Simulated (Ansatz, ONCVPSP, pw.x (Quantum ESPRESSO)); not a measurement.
**pw.x on bcc Ga: one setting changed**

Potential: optimised norm-conserving Vanderbilt (ONCV), ONCVPSP 4.0.1.1 (patched build), PBEsol; core [Ne], reference 3s2 3p6 3d10 4s2 4p1; waves: 3s+4s: rc 1.30 bohr, ncon 5, nbas 9, qcut 7.8 1/bohr, 2 projectors; 3p+4p: rc 0.95 bohr, ncon 4, nbas 8, qcut 16.6 1/bohr, 2 projectors; 3d: rc 1.40 bohr, ncon 4, nbas 9, qcut 12.1 1/bohr, 2 projectors, debl 0.5 Ha; local part: polynomial inside 0.70 bohr (lpopt 5, dvloc0 0 Ha); core correction: Teter function, fcfact 5, rcfact 1.35. In the d channel the program set the typed energies aside and used -0.704, 0.250 Ha.

The reference run (k-mesh 14³, cutoffs 150/600 Ry, Fermi–Dirac 0.01 Ry, mixing_beta 0.4, conv_thr 1e-9, no spin) gives -0.06 GPa at 18.120 Å³/atom, where all-electron LAPW gives -0.58 GPa. This run, with its own iteration cap, changes ecutrho/ecutwfc to 2.

```
&control
  calculation='scf', prefix='x', pseudo_dir='./', outdir='./tmp', tstress=.true., disk_io='none'
/
&system
  ibrav=0, nat=1, ntyp=1, ecutwfc=150, ecutrho=300, nbnd=19,
  occupations='smearing', smearing='fd', degauss=0.01
/
&electrons
  conv_thr=1e-09, mixing_beta=0.4, electron_maxstep=50
/
ATOMIC_SPECIES
Ga 1.0 Ga.UPF
CELL_PARAMETERS angstrom
  -1.65462431 1.65462431 1.65462431
  1.65462431 -1.65462431 1.65462431
  1.65462431 1.65462431 -1.65462431
ATOMIC_POSITIONS crystal
Ga 0.0000 0.0000 0.0000
K_POINTS automatic
14 14 14 0 0 0
```

```bash
pw.x < Ga.scf.in > Ga.scf.out
```

Q: How does the run end?

A: It converges in 8 iterations; the free energy moves by -1.02 eV/atom and the pressure by +80.66 GPa. Below 4 the density is truncated and F is no longer variational, so a small shift in one case is no licence.

```
Message from routine set_cutoff:
     ecutrho < 4*ecutwfc, are you sure?
     Message from routine setup:
     using ibrav=0 with symmetry is DISCOURAGED, use correct ibrav instead
     lattice parameter (alat)  =       5.4158  a.u.
     unit-cell volume          =     122.2798 (a.u.)^3
     number of electrons       =        21.00
     number of Kohn-Sham states=           19
     kinetic-energy cutoff     =     150.0000  Ry
     charge density cutoff     =     300.0000  Ry
     scf convergence threshold =      1.0E-09
     Exchange-correlation= PBESOL
     number of k points=   104  Fermi-Dirac smearing, width (Ry)=  0.0100
     iteration #  1     ecut=   150.00 Ry     beta= 0.40
     total energy              =    -509.80836140 Ry
     estimated scf accuracy    <       0.00447300 Ry
     iteration #  2     ecut=   150.00 Ry     beta= 0.40
     total energy              =    -509.80879170 Ry
     estimated scf accuracy    <       0.00053420 Ry
     iteration #  3     ecut=   150.00 Ry     beta= 0.40
     total energy              =    -509.80876136 Ry
     estimated scf accuracy    <       0.00012212 Ry
     iteration #  4     ecut=   150.00 Ry     beta= 0.40
     total energy              =    -509.80876906 Ry
     estimated scf accuracy    <       0.00000179 Ry
     iteration #  5     ecut=   150.00 Ry     beta= 0.40
     total energy              =    -509.80876940 Ry
     estimated scf accuracy    <       0.00000072 Ry
     iteration #  6     ecut=   150.00 Ry     beta= 0.40
     total energy              =    -509.80876985 Ry
     estimated scf accuracy    <       0.00000005 Ry
     iteration #  7     ecut=   150.00 Ry     beta= 0.40
     total energy              =    -509.80876988 Ry
     estimated scf accuracy    <       0.00000002 Ry
     iteration #  8     ecut=   150.00 Ry     beta= 0.40
     the Fermi energy is    12.8024 ev
!    total energy              =    -509.80876988 Ry
     estimated scf accuracy    <          5.7E-10 Ry
     smearing contrib. (-TS)   =      -0.00183200 Ry
     The total energy is F=E-TS. E is the sum of the following terms:
     one-electron contribution =    -398.91703713 Ry
     hartree contribution      =     201.42864893 Ry
     xc contribution           =     -55.68097547 Ry
     ewald contribution        =    -256.63757422 Ry
     convergence has been achieved in   8 iterations
          total   stress  (Ry/bohr**3)                   (kbar)     P=      806.04
     Message from routine punch:
     Nothing written, as per user request (disk_io='none')
```

The run took about 44 s on one core of a shared host (AMD EPYC 7R43 64-Core Processor, 256 threads, 1004 GiB, load 86).
